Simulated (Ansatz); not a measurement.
Cu (bcc)

The computed numbers are results of r²SCAN, scalar-relativistic (no spin polarisation) in the plane-wave PAW code Ansatz at 500 eV, Γ-centred 20×20×20 mesh, 0.05 eV Gaussian smearing. The datasets are Ansatz's generated set soft_2.

```
Cu
1.0
    -1.42114    1.42114    1.42114
     1.42114   -1.42114    1.42114
     1.42114    1.42114   -1.42114
Cu
1
Direct
  0.00000 0.00000 0.00000
```

At room temperature and ambient pressure Cu is fcc.

At this volume the pressure is -0.11 GPa; it isn't quite the equilibrium of this level of theory.

Path: Γ–H–N–Γ–P–H | P–N, with Γ = (0.000, 0.000, 0.000), H = (0.500, -0.500, 0.500), N = (0.000, 0.000, 0.500), P = (0.250, 0.250, 0.250) in reciprocal vectors of the calculation's cell.

Is it a metal or an insulator, and if it has a gap, where are the band edges on this path?

A metal: bands cross the Fermi level.

Levels between -5 and 3 eV from the Fermi level at the path's named points:
| point | below E_F (eV) | above E_F (eV) |
| --- | --- | --- |
| Γ | -3.29 -3.29 -3.29 -2.23 -2.23 |  |
| H | -4.98 -4.98 -1.61 -1.61 -1.61 |  |
| N | -4.06 -2.26 -2.11 -1.43 -0.73 |  |
| P | -4.03 -4.03 -4.03 -2.09 -2.09 |  |

With 19 valence electrons in the calculation's cell and no magnetic order, the bands, two electrons each, can't all be full or empty: band theory demands a metal. (Only strong correlation, outside this picture, could make a Mott insulator of it.)
